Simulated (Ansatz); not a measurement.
## TaSi2P4 monolayer in a perpendicular field

Aim: how the TaSi2P4 monolayer screens a field along its normal, and what the field does to its bands. A positive field points along +c.

Method: plane-wave DFT, PBE-D3(BJ), Ansatz PAW (set soft_1); PAW set soft_1, in Ansatz 0.2.0.

### 1. The structure

The cell holds 7 atoms: 4 P, 2 Si and 1 Ta. Its edges and angles: a = 3.480 Å, b = 3.480 Å, c = 48.446 Å, α = 90.0°, β = 90.0°, γ = 120.0°. Vacuum lies along c.

### 2. Relaxing the slab

The starting cell is a guess, so the in-plane lattice and the atoms are relaxed first, with the slab cut off from its images along the normal.

Contents of input.yaml:

```yaml
crystal:
  lattice:
    - [3.48, 0.0, 0.0]
    - [-1.74, 3.0137684052, 0.0]
    - [0.0, 0.0, 48.4459111573]
  atoms:
    - { symbol: P, position: [0.0, 0.0, 0.4097353012] }
    - { symbol: Si, position: [0.3333333333, 0.6666666667, 0.4230375123] }
    - { symbol: P, position: [0.3333333333, 0.6666666667, 0.4665912396] }
    - { symbol: Ta, position: [0.0, 0.0, 0.5], spin: 1.0 }
    - { symbol: P, position: [0.3333333333, 0.6666666667, 0.5334087604] }
    - { symbol: Si, position: [0.3333333333, 0.6666666667, 0.5769624877] }
    - { symbol: P, position: [0.0, 0.0, 0.5902646988] }
  periodic: [true, true, false]
magnetization:
  spin_polarized: true
kpoints:
  mp_grid: { grid: [12, 12, 1] }
hamiltonian:
  xc: pbe
  dispersion: d3bj
  pseudopotentials: { kind: paw, azcp: { folder: soft_1 } }
scf:
  occupations: { method: fermi_dirac, width: 0.05 }
  convergence: { dr2_threshold: 1.0e-09 }
relax:
  f_tol: 0.004
  max_steps: 90
  cell: {}
output:
  write_potential: true
  write_density: true
  volumetric_format: npy
```

The run is started by

```console
> ansatz run input.yaml --threads 2 --pin off --max-ram 3072MiB --backend cpu --events-out ev --progress --plain --runs-dir out
```

Numbers of over 12 decimals in the logs are rounded to 6 here.

The log of the run:

```text
Warning: relax.cell: scf.convergence.dr2_threshold = 1e-9 eV is looser than the 1.99197980485e-10 eV advised for a relaxation that steers and ends on the stress (1e-10 eV for each atom of the cell: 7, times the square of relax.cell.stress_2d_tol = 0.05 N/m over 18.7 Å (the atoms' height at the walk's start and 5 Å past either face), 2.667e-2 GPa, over a crystal's default 0.05). What an SCF threshold leaves in a stress goes as its square root, and in the free energy as the threshold itself, and one threshold admits the most on a small cell: [figures from the program's tests cut] Set scf.convergence.dr2_threshold to 1.99197980485e-10 eV or tighter. [rest of the remark cut]
Engine: ansatz 0.2.0, x86_64-unknown-linux-gnu
Pseudopotentials: kind: paw
Pseudopotential: P, paw, valence charge 5, recommended cutoff 420 eV (normal), soft_1/P.paw.azcp
Pseudopotential: Si, paw, valence charge 4, recommended cutoff 420 eV (normal), soft_1/Si.paw.azcp
Pseudopotential: Ta, paw, valence charge 13, recommended cutoff 420 eV (normal), soft_1/Ta.paw.azcp
Functional definition: PBE
  parameter kappa = 0.804
  parameter beta = 0.066725
  exchange = pbe_x(kappa = kappa, mu = beta*pi^2/3)
  correlation = pbe_c(beta = beta)
Crystal: 7 atoms, lattice volume = 508.097 Å³
Basis set: ecut = 420 eV, 9899 PW (Γ), exchange–correlation on 48×48×648 points (8 copies of the dense FFT grid, shifted against one another)
Bands: 28, of which v1, the nominal top of the filled ones, is band 21 counted from 1 (20 counted from 0)
Symmetry: 12 space group operations
Space group: P-6m2 (ITA 187), of the structure as read, at distance tolerance 8.0e-5 Å
Magnetic group: BNS 187.209 (UNI 1439), of the structure as read, at distance tolerance 8.0e-5 Å
k-points: 19 of 144 (time reversal used)
Non-local potential: P, projectors of the file, l = 0: 2, l = 1: 2, l = 2: 1
Non-local potential: Si, projectors of the file, l = 0: 2, l = 1: 2, l = 2: 1
Non-local potential: Ta, projectors of the file, l = 0: 3, l = 1: 2, l = 2: 2, l = 3: 1
PAW form: soft (Blöchl's): semilocal exchange-correlation on the pseudo side does not see the compensation charge
PAW one-centre angular grid: P, 110 points (default); XC on 64 Gauss nodes
PAW one-centre angular grid: Si, 110 points (default); XC on 64 Gauss nodes
PAW one-centre angular grid: Ta, 590 points (default); XC on 64 Gauss nodes
Initial density: superposition of atomic densities (neutral atoms: chi_scale 0, normalization atom)
Starting moments: Σ|m| = 1 μB on 1 of 7 sites
Initial wavefunctions: pseudopotential atomic-orbital guess
Functional: x = pbe(κ = 0.804, μ = 0.219515), c = pbe(β = 0.066725)
SCF iter   1: F=—  HF=-14231.676003 eV  |F-HF|=—  |Δ(HF+E_count)|=         —  Δρ=1.43e-2 (↑1.43e-2 ↓1.34e-2)  dr2=5.04e0  dr2_m=3.48e-2  M=0.621 μB ∫|m|=0.712 μB  β_m=0.30  ethr=3.10e-3  ⟨swp⟩=18.0  Hψ=10861  notcnv=0
Mixer restart at iter 1: flushing history
preconditioner: auto → LDOS  [metal: Δε(μ)=0.021 eV  Ē_g=8.654 eV  σ=0.050 eV  W_gap=0.11  n_scr=26 (ndim 8)  ℏωp=9.5 eV  f_vac=0.725  D(μ)=2.08/eV (n_scr^D=12)]
spin=Collinear: LDOS preconditioning applied to the charge; magnetization (m = ρ↑ − ρ↓) channel mixes plain (no charge-response kernel on spin).
SCF iter   2: F=—  HF=-14230.738964 eV  |F-HF|=—  |Δ(HF+E_count)|=   9.37e-1  Δρ=9.51e-3 (↑9.51e-3 ↓8.75e-3)  dr2=1.72e0  dr2_m=2.02e-2  M=0.588 μB ∫|m|=0.668 μB  β_m=0.52  ethr=3.10e-3  ⟨swp⟩=4.4  Hψ=2451  notcnv=0  defer=70
SCF iter   3: F=—  HF=-14230.303850 eV  |F-HF|=—  |Δ(HF+E_count)|=   4.35e-1  Δρ=2.28e-3 (↑2.28e-3 ↓1.87e-3)  dr2=5.93e-2  dr2_m=3.86e-3  M=0.500 μB ∫|m|=0.551 μB  β_m=0.59  ethr=3.10e-3  ⟨swp⟩=4.4  Hψ=2544  notcnv=0  defer=70
SCF iter   4: F=—  HF=-14230.333158 eV  |F-HF|=—  |Δ(HF+E_count)|=         —  Δρ=1.32e-3 (↑1.32e-3 ↓1.19e-3)  dr2=6.84e-3  dr2_m=6.21e-3  M=0.319 μB ∫|m|=0.353 μB  β_m=0.59  ethr=1.45e-4  ⟨swp⟩=4.6  Hψ=3001  notcnv=0  defer=63
SCF iter   5: F=—  HF=-14230.336574 eV  |F-HF|=—  |Δ(HF+E_count)|=   3.42e-3  Δρ=8.24e-4 (↑8.24e-4 ↓8.00e-4)  dr2=3.65e-4  dr2_m=2.93e-3  M=0.252 μB ∫|m|=0.277 μB  β_m=0.80  ethr=1.67e-5  ⟨swp⟩=3.4  Hψ=2251  notcnv=0  defer=63
SCF iter   6: F=—  HF=-14230.340416 eV  |F-HF|=—  |Δ(HF+E_count)|=   3.84e-3  Δρ=3.86e-4 (↑3.86e-4 ↓3.84e-4)  dr2=4.70e-4  dr2_m=6.60e-4  M=0.139 μB ∫|m|=0.151 μB  β_m=0.90  ethr=8.90e-7  ⟨swp⟩=4.5  Hψ=3024  notcnv=0  defer=63
SCF iter   7: F=—  HF=-14230.341781 eV  |F-HF|=—  |Δ(HF+E_count)|=   1.37e-3  Δρ=1.65e-4 (↑1.53e-4 ↓1.65e-4)  dr2=1.48e-4  dr2_m=1.04e-4  M=0.061 μB ∫|m|=0.064 μB  β_m=0.93  ethr=8.90e-7  ⟨swp⟩=4.3  Hψ=2708  notcnv=0  defer=63
SCF iter   8: F=—  HF=-14230.342096 eV  |F-HF|=—  |Δ(HF+E_count)|=   3.15e-4  Δρ=4.89e-5 (↑4.89e-5 ↓4.64e-5)  dr2=2.58e-5  dr2_m=8.04e-6  M=0.018 μB ∫|m|=0.019 μB  β_m=0.93  ethr=3.62e-7  ⟨swp⟩=3.4  Hψ=2508  notcnv=0  defer=62
SCF iter   9: F=—  HF=-14230.342293 eV  |F-HF|=—  |Δ(HF+E_count)|=   1.97e-4  Δρ=1.04e-5 (↑1.04e-5 ↓1.01e-5)  dr2=6.09e-7  dr2_m=3.23e-7  M=0.003 μB ∫|m|=0.003 μB  β_m=0.97  ethr=6.30e-8  ⟨swp⟩=3.1  Hψ=2389  notcnv=0  defer=62
SCF iter  10: F=—  HF=-14230.342295 eV  |F-HF|=—  |Δ(HF+E_count)|=   2.53e-6  Δρ=3.52e-6 (↑2.55e-6 ↓3.52e-6)  dr2=1.84e-7  dr2_m=2.46e-8  M=0.001 μB ∫|m|=0.001 μB  β_m=0.95  ethr=1.48e-9  ⟨swp⟩=4.1  Hψ=2744  notcnv=0  defer=62
SCF iter  11: F=—  HF=-14230.342295 eV  |F-HF|=—  |Δ(HF+E_count)|=   1.86e-7  Δρ=9.74e-7 (↑9.74e-7 ↓8.19e-7)  dr2=9.56e-9  dr2_m=2.21e-9  M=-0.000 μB ∫|m|=0.000 μB  β_m=0.90  ethr=4.49e-10  ⟨swp⟩=3.1  Hψ=2248  notcnv=0  defer=62
SCF iter  12: F=—  HF=-14230.342295 eV  |F-HF|=—  |Δ(HF+E_count)|=   4.25e-8  Δρ=2.94e-7 (↑2.94e-7 ↓2.42e-7)  dr2=7.84e-10  dr2_m=2.61e-10  M=-0.000 μB ∫|m|=0.000 μB  β_m=0.90  ethr=2.33e-11  ⟨swp⟩=3.6  Hψ=2593  notcnv=0  defer=62
SCF iter  13: F=-14230.342295 eV  HF=-14230.342295 eV  |F-HF|=6.09e-10  |Δ(HF+E_count)|=   2.85e-9  Δρ=9.97e-8 (↑6.01e-8 ↓9.97e-8)  dr2=1.00e-10  dr2_m=1.87e-11  M=-0.000 μB ∫|m|=0.000 μB  ethr=1.91e-12  ⟨swp⟩=9.2  Hψ=9105  notcnv=0
WARN: the starting moments were not kept: the SCF closed with an absolute magnetisation of 2.0e-5 μB, where they sum to 1 μB in size (1 site). That is at most 0.1 of that sum. Measured as dr2_m measures the in/out step, that magnetisation stands 3.5e-11 eV from none, at or under the dr2_threshold of 1.0e-9 eV: it is no larger than a step whose dr2_m would equal this threshold. The system may hold no moment; this SCF  [...]
SCF 1 converged in 13 iterations: F = -14230.342295 eV  dr2 = 1.00e-10
[...]
relax step   4: F+E_penalty+E_count = -14232.23783934 eV  Δ(F+E_penalty+E_count) = -8.990e-3 eV  max|allowed force component| = 1.065e-1 eV/Å  Δτ_max = 0.0258 Å  P = -0.184 N/m  Ω = 511.743 Å³  energy of the carried Pulay correction = -5.596e-5 eV  fix = [c, alpha, beta]  reactions: c -0.000 N/m  (11 SCF iters, accepted)
[...]
relax step   5: F+E_penalty+E_count = -14232.23865765 eV  Δ(F+E_penalty+E_count) = -8.183e-4 eV  max|allowed force component| = 1.917e-2 eV/Å  Δτ_max = 0.0047 Å  P = +0.003 N/m  Ω = 511.307 Å³  energy of the carried Pulay correction = -4.929e-5 eV  fix = [c, alpha, beta]  reactions: c +0.000 N/m  (8 SCF iters, accepted)
[...]
relax step   6: F+E_penalty+E_count = -14232.23868349 eV  Δ(F+E_penalty+E_count) = -2.584e-5 eV  max|allowed force component| = 2.044e-3 eV/Å  Δτ_max = 0.0013 Å  P = +0.008 N/m  Ω = 511.302 Å³  energy of the carried Pulay correction = -4.922e-5 eV  fix = [c, alpha, beta]  reactions: c +0.000 N/m  (6 SCF iters, accepted)
Initial wavefunctions: pseudopotential atomic-orbital guess (no wavefunctions were taken with the density)
iter 1 solved again at ethr=2.54e-7 eV; its pass at ethr=3.10e-3 eV (dr2=1.04e-4 eV) is discarded
SCF iter   1: F=—  HF=-14232.238498 eV  |F-HF|=—  |Δ(HF+E_count)|=         —  Δρ=4.33e-6 (↑4.33e-6 ↓4.33e-6)  dr2=1.87e-8  dr2_m=4.13e-12  M=0.000 μB ∫|m|=0.000 μB  β_m=0.65  ethr=2.54e-7  ⟨swp⟩=7.2  Hψ=16666  notcnv=0
eigensolver tolerance schedule: the retry pair's looser diagonalisation over-reported the residual by 5574.77 of it (diagonalisation noise at 0.84 of the residual, at the tolerance the schedule requests for it); recorded, not acted on — ethr = c·dr2/N_el stays at c = 1.0e-1
spin=Collinear: LDOS preconditioning applied to the charge; magnetization (m = ρ↑ − ρ↓) channel mixes plain (no charge-response kernel on spin).
SCF iter   2: F=—  HF=-14232.238706 eV  |F-HF|=—  |Δ(HF+E_count)|=   2.08e-4  Δρ=1.55e-6 (↑1.55e-6 ↓1.55e-6)  dr2=1.53e-8  dr2_m=2.22e-12  M=0.000 μB ∫|m|=0.000 μB  β_m=0.43  ethr=4.56e-11  ⟨swp⟩=6.2  Hψ=4258  notcnv=0
SCF iter   3: F=—  HF=-14232.238711 eV  |F-HF|=—  |Δ(HF+E_count)|=   4.65e-6  Δρ=1.32e-6 (↑1.32e-6 ↓1.32e-6)  dr2=1.62e-9  dr2_m=1.64e-12  M=0.000 μB ∫|m|=0.000 μB  β_m=0.60  ethr=3.74e-11  ⟨swp⟩=2.1  Hψ=1396  notcnv=0
SCF iter   4: F=-14232.238734 eV  HF=-14232.238731 eV  |F-HF|=2.57e-6  |Δ(HF+E_count)|=   2.07e-5  Δρ=2.74e-7 (↑2.73e-7 ↓2.74e-7)  dr2=3.25e-10  dr2_m=5.29e-13  M=0.000 μB ∫|m|=0.000 μB  ethr=2.44e-12  ⟨swp⟩=15.6  Hψ=11014  notcnv=0
the starting moments were not kept: the SCF closed with an absolute magnetisation of 5.1e-6 μB, where they sum to 1 μB in size (1 site). That is at most 0.1 of that sum. Measured as dr2_m measures the in/out step, that magnetisation stands 2.8e-12 eV from none, at or under the dr2_threshold of 1.0e-9 eV: it is no larger than a step whose dr2_m would equal this threshold.
SCF 7 converged in 4 iterations: F = -14232.238734 eV  dr2 = 3.25e-10
relax step   7: F+E_penalty+E_count = -14232.23873377 eV  Δ(F+E_penalty+E_count) = -5.028e-5 eV  max|allowed force component| = 2.049e-3 eV/Å  Δτ_max = 0.0000 Å  P = +0.010 N/m  Ω = 511.302 Å³  fix = [c, alpha, beta]  reactions: c +0.000 N/m  stress off target by 9.60e-3 N/m on what of the cell is left free  SCF on the basis re-selected at this cell (its energy is not comparable with the rows above)  (4 SCF iters)
basis re-selected at this cell: Δ(F+E_penalty+E_count) = -5.028e-5 eV, ΔP = +0.001 N/m vs the last step (what re-selecting the basis moved, of the pressure what is left beyond the Pulay correction that the steps carried, after the strain that the cell walked since its last selection, with what the two solves' SCF thresholds leave and, on support functions, any second-order correction that the steps lacked; it is no m [...]
WARN: The input density's exchange-correlation potential varies sharply where the density is thin. Do not read a vacuum level from v_tot or v_xc, or from such a field of the output density. On a cell that repeats whose density bears no net charge and no dipole along the vacuum's axis use v_es (v_loc + v_h of the components); under efield.dipole_correction with no amplitude use v_es + v_field, which holds any external [...]
SCF converged after 4 iterations
Magnetization: 0.0000 μB (20.5000 up, 20.5000 down)
Absolute magnetization: 0.0000 μB (∫|ρ↑−ρ↓|, with the PAW one-centre terms)
Spin contamination: 0.0000 ħ² per cell (⟨S²⟩ above its minimum at these occupations)
Per-site moments (μB) at R_I (Å): [(2.950563350671008e-8, 0.930065), (7.315848057945795e-8, 0.923268), (-9.095242957313436e-8, 0.923268), (2.031794881124319e-6, 1.030849), (-9.095242947327988e-8, 0.923268), (7.315848048731204e-8, 0.923268), (2.9505633513283522e-8, 0.930065)]
Free energy (F): -14232.238734 eV
Harris-Foulkes:  -14232.238731 eV  (|F-HF|=2.57e-6)
Internal energy: -14232.220039 eV  (E = F + TS)
E sigma→0 (E₀):  -14232.229386 eV
Entropy (-TS):   -0.018695 eV (-2.671 meV/atom)
Fermi energy:    -5.381825 eV
--- Per-component energies (eV) ---
  E_band       = -730.146048
  E_kinetic    = 753.795911
  E_local      = -126377.237088  (includes V_loc(G=0)·N_el)
  E_nonlocal   = 164.026208
  E_hartree    = 62720.878680
  E_xc         = -727.317892
  E_vxc        = -575.208380  (∫ρ·V_xc dr)
  E_paw        = -11560.752405  (= ΣΔE_a)
  E_vpaw       = -137.282552  (= ΣTr[D̂ρ^β])
  E_aug_tail   = 0.000166  (compensation charges beyond the density's cutoff)
  E_ewald      = 60796.826131
  E_disp       = -2.439749  (pairwise vdW)
  E_smearing   = -0.018695  (= −TS)
  E_closure    = -0.000000  (closes the sum)
  Σ components = -14232.238734   (vs F -14232.238734, Δ=0.00e0)
--- Forces (eV/Å), atoms counted from 1 ---
  atom   1  P     -0.00000000    -0.00000000     0.00002010
  atom   2  Si    -0.00000000     0.00000000    -0.00204889
  atom   3  P     -0.00000000    -0.00000000     0.00203428
  atom   4  Ta    -0.00000000    -0.00000000     0.00000000
  atom   5  P     -0.00000000    -0.00000000    -0.00203428
  atom   6  Si    -0.00000000     0.00000000     0.00204889
  atom   7  P     -0.00000000    -0.00000000    -0.00002010
  max |Σ_I F_I| component: 4.16e-16 eV/Å
--- 2D stress c σ (N/m, compression-positive) ---
        0.009600      -0.000000       0.000000
       -0.000000       0.009600       0.000000
        0.000000       0.000000       0.000000
  P = ½ c Tr σ = 0.0096 N/m
--- Band table (eV; the first three rows and the last of 38) ---
  k-point 0 ↑: bands = [... 17 lower, -6.3472, -5.7829, -5.7829, -5.0534, -2.4451, -2.4451, -2.3369, -2.3369, ... 3 higher]
  k-point 1 ↑: bands = [... 17 lower, -6.5200, -5.9287, -5.9015, -5.0290, -2.6355, -2.5984, -2.2051, -2.1978, ... 3 higher]
  k-point 2 ↑: bands = [... 17 lower, -6.7659, -6.2745, -6.2310, -5.1661, -3.0650, -2.9725, -2.1171, -2.0194, ... 3 higher]
  k-point 18 ↓: bands = [... 17 lower, -8.0131, -6.9154, -6.1208, -4.5459, -3.4067, -3.3903, -3.3075, -2.4720, ... 3 higher]
  the weakly bound empty levels are not read free of the cell's end (no_gap_told)
--- Relaxed structure (6 steps of the walk, 6 accepted, 1 SCFs on fresh bases) ---
  F+E_penalty+E_count = -14232.23873377 eV   max|allowed force component| = 2.049e-3 eV/Å   (the final SCF, on the basis selected at the relaxed cell)
  cell:  # Å, volume = 511.3019 Å³
    - [3.490960, 0, 0]
    - [-1.745480, 3.023260, 0]
    - [0, 0, 48.4459111573]
  atoms:
    - { symbol: P, position: [1.2452513727603494e-17, -5.1357255561990634e-17, 0.402441] }
    - { symbol: Si, position: [0.333333, 0.666667, 0.423302] }
    - { symbol: P, position: [0.333333, 0.666667, 0.469503] }
    - { symbol: Ta, position: [1.0573552618554947e-17, -5.1357255561990634e-17, 0.5] }
    - { symbol: P, position: [0.333333, 0.666667, 0.530497] }
    - { symbol: Si, position: [0.333333, 0.666667, 0.576698] }
    - { symbol: P, position: [8.694591509506498e-18, -5.1357255561990634e-17, 0.597559] }
```

It took 2.7 min on 2 threads of Intel Xeon Platinum 8488C (Sapphire Rapids), shared host; peak memory 0.97 GiB; 5.3 min of CPU time.

The steps of the relaxation:

```tsv
step	energy less that of the first step (eV)	largest force component (eV/Å)	volume (Å³)
1	0.0000	3.7691	508.10
2	-1.7228	1.0729	507.34
3	-1.8866	0.2367	505.00
4	-1.8955	0.1065	511.74
5	-1.8964	0.0192	511.31
6	-1.8964	0.0020	511.30
7*	-1.8964	0.0020	511.30
```

Relaxation steps marked * repeat the geometry before them on a plane-wave basis chosen anew for their cell, so energy and pressure can jump there.

The run keeps the 12 symmetry operations that it works with, so distortions that break them were not tested.

```tsv
cell as run	before	after	change
a (Å)	3.480	3.491	+0.3 %
b (Å)	3.480	3.491	+0.3 %
```

The atoms that moved most (Å, along periodic axes as changes of fractional coordinates times the final cell, across vacuum about the mean position):

```tsv
atom	dx	dy	dz	length
P7	0.000	0.000	0.353	0.353
P1	0.000	0.000	-0.353	0.353
P3	0.000	0.000	0.141	0.141
P5	0.000	0.000	-0.141	0.141
Si2	0.000	0.000	0.013	0.013
Si6	0.000	0.000	-0.013	0.013
```

This step gave:

```
energy at zero smearing : -14232.2294 eV
```

The lattice constant a goes from 3.480 to 3.491 Å.

[end of part 1 of 2]

[Logs are printed without paths, hosts, clocks, repeated set-up lines and the standing remarks that a program may print on its own settings, such as how far it seeks lower states.]

[Hosts, paths, dates, database ids (printed as entryN), source tags and the programs' standing remarks are cut or masked in the printed files.]

[Maps of the electrostatic potential energy from Ansatz leave out the sawtooth potential of an applied field or a dipole correction, so their vacuum need not be flat; planar profiles and work functions include it.]
